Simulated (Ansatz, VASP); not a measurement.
One calculation of Ta, two programs

```
Ta
1.0
    -1.62896    1.62896    1.62896
     1.62896   -1.62896    1.62896
     1.62896    1.62896   -1.62896
Ta
1
Direct
  0.00000 0.00000 0.00000
```

Alike in both runs: task single point; functional PBE; k mesh 10 × 10 × 10; occupations fermi-dirac, width 0.15 eV; no spin polarisation.

|  | VASP | Ansatz |
| --- | --- | --- |
| version | VASP 6.6.1 | Ansatz 0.2.0 |
| potentials or method | VASP PAW PBE potentials, release 64 (Ta_pv) | plane waves, PAW |
| plane-wave cutoff (eV) | 520 | 500 |
| valence electrons in the cell | 11 | 13 |

Ansatz gave:

```
pressure (GPa) : 13.5
```

Q: Estimate VASP's values.

A: Pressure (GPa): 13.7.

The two sets of potentials don't hold the same shells in valence.

The runs have no spin-orbit coupling, so splittings on Ta are missing.
